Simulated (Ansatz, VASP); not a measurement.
## Ca in VASP and in Ansatz

```
Ca
1.0
     3.67442    0.00000    0.00000
    -1.83721    3.18215    0.00000
     0.00000    0.00000    3.41813
Ca
1
Direct
  0.00000 0.00000 0.00000
```

Alike in both runs: functional PBEsol; k mesh 12 × 12 × 11; occupations fermi-dirac, width 0.08 eV; no spin polarisation.

Ansatz relaxed the structure, and its values are those at the end. VASP's run is a single point on that final structure, the one shown.

|  | VASP | Ansatz |
| --- | --- | --- |
| version | VASP 6.6.1 | Ansatz 0.2.0 |
| potentials or method | VASP PAW PBE potentials, release 64 (Ca_sv), cutoff 520 eV | all-electron LAPW, scalar-relativistic |

```tsv
	VASP	Ansatz	Ansatz less VASP
pressure (GPa)	0.4	0.4	+0.01
```

Ansatz ran all-electron here, so the differences hold the error of VASP's frozen core and of both bases.

Caveats: the PAW data sets were made with another functional, which shifts forces and pressure a little (VASP).
